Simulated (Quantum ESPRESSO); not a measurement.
Sn:

```
Sn
1.0
     0.00000    3.23334    3.23334
     3.23334    0.00000    3.23334
     3.23334    3.23334    0.00000
Sn
2
Direct
  0.75000 0.75000 0.75000
  0.50000 0.50000 0.50000
```

This isn't the form of Sn at room conditions, which is tetragonal (white tin).

Base run:

| Property | Result |
| --- | --- |
| Program | Quantum ESPRESSO 7.5 |
| Functional | SCAN |
| Potentials or basis | SG15 PBE 1.2 |
| Cutoff | 952 eV |
| Density cutoff | 3810 eV |
| k mesh | 5 × 5 × 5 |
| Occupations | fermi-dirac, width 0.05 eV |
| Spin | no spin polarisation |

Its results: band gap on the k mesh none (metal or under the smearing width); pressure -0.4 GPa.

**Question.** The run is repeated on the same cell with these changes: functional from SCAN to r2SCAN. What comes out?

**Answer.** Band gap on the k mesh none (metal or under the smearing width); pressure 0.9 GPa.

Caveats: the potentials were made for another functional, which shifts forces and pressure.

Not every run made on this cell is shown here.
